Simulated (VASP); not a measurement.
# SrTiO3 (Tausonite) (Pm-3m) in VASP: a series of runs

One crystal, SrTiO3 (Tausonite), is run at these levels: r2SCAN; tasks: relaxation of the atoms.

Everything below comes from runs of VASP 6.6.1. Logs are shortened: lines on timing, memory, paths and dates and some standing lists are left out, and cuts for length are marked.

**1. The structure**

Symmetry: Pm-3m, No. 221, cubic system. Conventional cell: a = 3.912 Å, b = 3.912 Å, c = 3.912 Å, α = 90.00°, β = 90.00°, γ = 90.00°. Around Sr (site symmetry m-3m) lie 12 O at 2.77 Å. Ti (site symmetry m-3m) has 6 O at 1.96 Å as nearest neighbours. O (site symmetry 4/mmm) has 2 Ti at 1.96 Å as nearest neighbours.

**2. Relaxation of the atoms, r2SCAN (a relaxed cell with its volume scaled by 0.96)**

INCAR

```
  PREC = Accurate
  ENCUT = 600
  EDIFF = 1E-7
  ISMEAR = 0
  SIGMA = 0.03
  LREAL = False
  LASPH = True
  NELM = 80
  ALGO = Normal
  ISIF = 2
  LWAVE = False
  LCHARG = False
  METAGGA = R2SCAN
  LMIXTAU = True
  IBRION = 2
  NSW = 40
  EDIFFG = -0.01
```

KPOINTS

```
regular mesh
0
Gamma
  8 8 8
```

POSCAR

```
SrTiO3                                  
1.0
    3.8593223114      0.0000000000      0.0000000000
    0.0000000000      3.8593223114      0.0000000000
    0.0000000000      0.0000000000      3.8593223114
  Sr              Ti              O             
     1     1     3
Direct
     0.5000000000000000    0.5000000000000000    0.5000000000000000
     0.0000000000000000    0.0000000000000000    0.0000000000000000
     0.5000000000000000    0.0000000000000000    0.0000000000000000
     0.0000000000000000    0.5000000000000000    0.0000000000000000
     0.0000000000000000    0.0000000000000000    0.5000000000000000
```

Potentials or basis: VASP PAW PBE potentials, release 64 (Sr_sv, Ti_sv, O).

The run is started by

```
$ cat potpaw_PBE.64/Sr_sv/POTCAR potpaw_PBE.64/Ti_sv/POTCAR potpaw_PBE.64/O/POTCAR > POTCAR
$ mpirun -np 1 vasp_std > vasp.out
```

OUTCAR:

```text
PREC = Accurate
   ENCUT = 600
   EDIFF = 1E-7
   ISMEAR = 0
   LREAL = False
   LASPH = True
   NELM = 80
   ISIF = 2
   METAGGA = R2SCAN
   IBRION = 2
   NSW = 40
   EDIFFG = -0.01

 ion  position               nearest neighbor table
   1  0.500  0.500  0.500-   3 2.73   4 2.73   5 2.73   3 2.73   4 2.73   3 2.73   5 2.73   3 2.73
                             4 2.73   5 2.73   4 2.73   5 2.73   2 3.34   2 3.34   2 3.34   2 3.34
   2  0.000  0.000  0.000-   3 1.93   4 1.93   5 1.93   5 1.93   4 1.93   3 1.93   1 3.34   1 3.34
                             1 3.34   1 3.34   1 3.34   1 3.34   1 3.34   1 3.34
   3  0.500  0.000  0.000-   2 1.93   2 1.93   1 2.73   1 2.73   1 2.73   1 2.73
   4  0.000  0.500  0.000-   2 1.93   2 1.93   1 2.73   1 2.73   1 2.73   1 2.73
   5  0.000  0.000  0.500-   2 1.93   2 1.93   1 2.73   1 2.73   1 2.73   1 2.73

  LATTYP: Found a simple cubic cell.
 ALAT       =     3.8593223114

  Lattice vectors:

 A1 = (   3.8593223114,   0.0000000000,   0.0000000000)
 A2 = (   0.0000000000,   3.8593223114,   0.0000000000)
 A3 = (   0.0000000000,   0.0000000000,   3.8593223114)

Analysis of symmetry for initial positions (statically):
=====================================================================
 Subroutine PRICEL returns:
 Original cell was already a primitive cell.

 Routine SETGRP: Setting up the symmetry group for a
 simple cubic supercell.

 Subroutine GETGRP returns: Found 48 space group operations
 (whereof 48 operations were pure point group operations)
 out of a pool of 48 trial point group operations.

The static configuration has the point symmetry O_h .

Analysis of symmetry for dynamics (positions and initial velocities):
=====================================================================
 Subroutine PRICEL returns:
 Original cell was already a primitive cell.

 Routine SETGRP: Setting up the symmetry group for a
 simple cubic supercell.

 Subroutine GETGRP returns: Found 48 space group operations
 (whereof 48 operations were pure point group operations)
 out of a pool of 48 trial point group operations.

The dynamic configuration has the point symmetry O_h .

 Subroutine INISYM returns: Found 48 space group operations
 (whereof 48 operations are pure point group operations),
 and found     1 'primitive' translations

----------------------------------------------------------------------------------------

                                     Primitive cell

  volume of cell :      57.4822

  direct lattice vectors                    reciprocal lattice vectors
     3.859322311  0.000000000  0.000000000     0.259112849  0.000000000  0.000000000
     0.000000000  3.859322311  0.000000000     0.000000000  0.259112849  0.000000000
     0.000000000  0.000000000  3.859322311     0.000000000  0.000000000  0.259112849

  length of vectors
     3.859322311  3.859322311  3.859322311     0.259112849  0.259112849  0.259112849

  position of ions in fractional coordinates (direct lattice)
     0.500000000  0.500000000  0.500000000
     0.000000000  0.000000000  0.000000000
     0.500000000  0.000000000  0.000000000
     0.000000000  0.500000000  0.000000000
     0.000000000  0.000000000  0.500000000

  ion indices of the primitive-cell ions
   primitive index   ion index
                 1           1
                 2           2
                 3           3
                 4           4
                 5           5

----------------------------------------------------------------------------------------

 KPOINTS: regular mesh

Automatic generation of k-mesh.
 Grid dimensions read from file:
 generate k-points for:    8    8    8

 Generating k-lattice:

  Cartesian coordinates                     Fractional coordinates (reciprocal lattice)
     0.032389106  0.000000000  0.000000000     0.125000000  0.000000000  0.000000000
     0.000000000  0.032389106  0.000000000     0.000000000  0.125000000  0.000000000
     0.000000000  0.000000000  0.032389106     0.000000000  0.000000000  0.125000000

  Length of vectors
     0.032389106  0.032389106  0.032389106

  Shift w.r.t. Gamma in fractional coordinates (k-lattice)
     0.000000000  0.000000000  0.000000000

 Subroutine IBZKPT returns following result:
 ===========================================

 Found     35 irreducible k-points:

 Following reciprocal coordinates:
            Coordinates               Weight
  0.000000  0.000000  0.000000      1.000000
  0.125000  0.000000  0.000000      6.000000
  0.250000  0.000000  0.000000      6.000000
  0.375000  0.000000  0.000000      6.000000
  0.500000  0.000000  0.000000      3.000000
  0.125000  0.125000  0.000000     12.000000
[... 16 lines left out ...]
  0.375000  0.375000  0.125000     24.000000
  0.500000  0.375000  0.125000     24.000000
 [... further k-points ...]
   k-points           NKPTS =     35   k-points in BZ     NKDIM =     35   number of bands    NBANDS=     24
   number of dos      NEDOS =    301   number of ions     NIONS =      5
   total plane-waves  NPLWV =  32768
   dimension x,y,z NGX =    32 NGY =   32 NGZ =   32
   dimension x,y,z NGXF=    64 NGYF=   64 NGZF=   64
   ions per type =               1   1   3
   NGX,Y,Z   is equivalent  to a cutoff of  13.78, 13.78, 13.78 a.u.
   NGXF,Y,Z  is equivalent  to a cutoff of  27.57, 27.57, 27.57 a.u.
 SYSTEM =  unknown system
   PREC   = accura    normal or accurate (medium, high low for compatibility)
   ISTART =      0    job   : 0-new  1-cont  2-samecut
   ICHARG =      2    charge: 1-file 2-atom 10-const
   ISPIN  =      1    spin polarized calculation?
   LNONCOLLINEAR =      F non collinear calculations
   LSORBIT =      F    spin-orbit coupling
   LASPH  =      T    aspherical Exc in radial PAW
   ENCUT  =  600.0 eV  44.10 Ry    6.64 a.u.   7.71  7.71  7.71*2*pi/ulx,y,z
   NELM   =     80;   NELMIN=  2; NELMDL= -5     # of ELM steps
   EDIFF  = 0.1E-06   stopping-criterion for ELM
   LREAL  =      F    real-space projection
   EDIFFG = -.1E-01   stopping-criterion for IOM
   NSW    =     40    number of steps for IOM
   IBRION =      2    ionic relax: 0-MD 1-quasi-New 2-CG
   NFREE  =      1    steps in history (QN), initial steepest desc. (CG)
   ISIF   =      2    stress and relaxation
   ISYM   =      2    0-nonsym 1-usesym 2-fastsym
   POTIM  = 0.5000    time-step for ionic-motion
   TEBEG  =    0.0;   TEEND  =   0.0 temperature during run
   PSTRESS=    0.0 pullay stress
   NELECT =      40.0000    total number of electrons
   NUPDOWN=      -1.0000    fix difference up-down
   EMIN   =  10.00;   EMAX   =-10.00  energy-range for DOS
   EFERMI =   0.00;   METHOD = LEGACY
   ISMEAR =     0;   SIGMA  =   0.03  broadening in eV -4-tet -1-fermi 0-gaus
   EFERMI_NEDOS =   21; number of points for ismear=-14 and -15
   IALGO  =     38    algorithm
   IMIX   =      4    mixing-type and parameters
     AMIX     =   0.40;   BMIX     =  1.00
     AMIX_MAG =   1.60;   BMIX_MAG =  1.00
  volume/ion in A,a.u.               =      11.50        77.58
  Fermi-wavevector in a.u.,A,eV,Ry     =   1.450721  2.741464 28.634689  2.104590
  Thomas-Fermi vector in A             =   2.568300
   LORBIT       =      0    0 simple, 1 ext, 2 COOP (PROOUT), +10 PAW based schemes
   METAGGA = R2SCAN    functional components
   LHFCALC =     F    Hartree Fock is set to
   AEXX    =    0.0000 exact exchange contribution
   IVDW    =     0    specifies the selected vdW correction
   LEPSILON=     F    determine dielectric tensor
   LRPA    =     F    only Hartree local field effects (RPA)
 conjugate gradient relaxation of ions
 non-spin polarized calculation
 Gauss-broadening in eV      SIGMA  =   0.03
  energy-cutoff  :      600.00
  volume of cell :       57.48
 maximum number of plane-waves:      1936
 NGX is ok and might be reduce to    32
   NGX = 15   NGY = 15   NGZ = 15

 number of electron      39.9999997 magnetization

 Free energy of the ion-electron system (eV)
  ---------------------------------------------------
  ext. energy  EPLUGINS =         0.00000000
  ---------------------------------------------------
  free energy    TOTEN  =       -63.27253998 eV

  energy without entropy =      -63.27253998  energy(sigma->0) =      -63.27253998

 E-fermi :   4.3341     XC(G=0): -12.1372

 val. band max:        4.1405636726   @ k =   0.5000   0.5000   0.5000
 cond. band min:       6.4956898146   @ k =   0.0000   0.0000   0.0000
 fundamental gap:      2.3551261421
 Fermi energy:         4.3340862970

 k-point     1 :       0.0000    0.0000    0.0000
  band No.  band energies     occupation
      1     -54.3665      2.00000
      2     -29.6201      2.00000
      3     -29.5907      2.00000
      4     -29.5907      2.00000
      5     -29.5906      2.00000
      6     -14.4061      2.00000
[... 16 lines left out ...]
     23       6.4957      0.00000
     24       9.0066      0.00000

 k-point     2 :       0.1250    0.0000    0.0000
  band No.  band energies     occupation
      1     -54.3662      2.00000
      2     -29.6616      2.00000
      3     -29.5901      2.00000
      4     -29.5901      2.00000
      5     -29.5589      2.00000
      6     -14.4041      2.00000
[... 16 lines left out ...]
     23       6.8518      0.00000
     24       9.0135      0.00000

 k-point     3 :       0.2500    0.0000    0.0000
  band No.  band energies     occupation
      1     -54.3654      2.00000
      2     -29.7172      2.00000
      3     -29.5889      2.00000
      4     -29.5889      2.00000
      5     -29.5264      2.00000
      6     -14.4543      2.00000
[... 16 lines left out ...]
     23       7.5943      0.00000
     24       9.0236      0.00000
[... 514 lines left out ...]
 k-point    23 :       0.3750    0.3750    0.1250
  band No.  band energies     occupation
      1     -54.3626      2.00000
      2     -29.6985      2.00000
      3     -29.6686      2.00000
      4     -29.5994      2.00000
      5     -29.5417      2.00000
      6     -13.9409      2.00000
[... 16 lines left out ...]
     23       8.7748      0.00000
     24      10.5781      0.00000

 k-point    24 :       0.5000    0.3750    0.1250
  band No.  band energies     occupation
      1     -54.3623      2.00000
      2     -29.6992      2.00000
      3     -29.6682      2.00000
      4     -29.5982      2.00000
      5     -29.5521      2.00000
      6     -13.8557      2.00000
[... 16 lines left out ...]
     23       8.9328      0.00000
     24      10.6189      0.00000

 [... further k-points ...]

------------------------ aborting loop because EDIFF is reached ----------------------------------------

  FORCE on cell =-STRESS in cart. coord.  units (eV):
  Direction    XX          YY          ZZ          XY          YZ          ZX
  --------------------------------------------------------------------------------------
  -------------------------------------------------------------------------------------
  Total        3.0256679      3.0256679      3.0256679     -0.0000000      0.0000000     -0.0000000
  in kB       84.3332216     84.3332216     84.3332216     -0.0000000      0.0000000     -0.0000000
  external PRESSURE =      84.3332216 kB  Pullay stress =       0.0000000 kB

 VOLUME and BASIS-vectors are now :
 -----------------------------------------------------------------------------
  energy-cutoff  :      600.00
  volume of cell :       57.48
      direct lattice vectors                 reciprocal lattice vectors
     3.859322311  0.000000000  0.000000000     0.259112849  0.000000000  0.000000000
     0.000000000  3.859322311  0.000000000     0.000000000  0.259112849  0.000000000
     0.000000000  0.000000000  3.859322311     0.000000000  0.000000000  0.259112849

 POSITION                                       TOTAL-FORCE (eV/Angst)
 -----------------------------------------------------------------------------------
      1.92966      1.92966      1.92966         0.000000      0.000000      0.000000
      0.00000      0.00000      0.00000         0.000000      0.000000      0.000000
      1.92966      0.00000      0.00000         0.000000      0.000000      0.000000
      0.00000      1.92966      0.00000         0.000000      0.000000      0.000000
      0.00000      0.00000      1.92966         0.000000      0.000000      0.000000
 -----------------------------------------------------------------------------------
    total drift:                                0.000000      0.000000     -0.000000

  FREE ENERGIE OF THE ION-ELECTRON SYSTEM (eV)
  ---------------------------------------------------
  free  energy   TOTEN  =       -63.2725399843 eV

  energy  without entropy=      -63.2725399843  energy(sigma->0) =      -63.27253998

 reached required accuracy - stopping structural energy minimisation
```

Run time: 2.7 min. Hardware: 1 thread of Intel Xeon Platinum 8488C (Sapphire Rapids), shared host; peak memory 0.23 GiB.

What came out:

- Free energy: -63.2725 eV
- Pressure after relaxing: 8.4 GPa
- Band gap on the k mesh: 2.36 eV, indirect (least direct gap 2.72 eV)

Final structure:
```
Sr Ti O
1.0
     3.85932    0.00000    0.00000
     0.00000    3.85932    0.00000
     0.00000    0.00000    3.85932
Sr Ti O
1 1 3
Cartesian
  1.9297 1.9297 1.9297
  0.0000 0.0000 0.0000
  1.9297 0.0000 0.0000
  0.0000 1.9297 0.0000
  0.0000 0.0000 1.9297
```

Levels at points of the mesh, in eV from the valence-band top:
| k point | band 17 | band 18 | band 19 | band 20 | band 21 | band 22 | band 23 | band 24 |
| --- | --- | --- | --- | --- | --- | --- | --- | --- |
| (0.00, 0.00, 0.00) | -1.27 | -0.36 | -0.36 | -0.36 | 2.36 | 2.36 | 2.36 | 4.87 |
| (0.50, 0.00, 0.00) | -2.45 | -2.12 | -0.77 | -0.77 | 2.54 | 4.38 | 4.38 | 4.89 |
| (0.50, 0.50, 0.00) | -1.76 | -1.64 | -1.64 | -0.10 | 4.39 | 4.39 | 4.89 | 5.98 |
| (0.50, 0.50, 0.50) | -3.90 | 0.00 | 0.00 | 0.00 | 5.13 | 5.13 | 5.13 | 7.78 |

Caveat: the relaxation stopped at its first step, so nothing moved; the PAW data sets were made with another functional, which shifts forces and pressure a little.

(Part 1 of 3 ends here.)
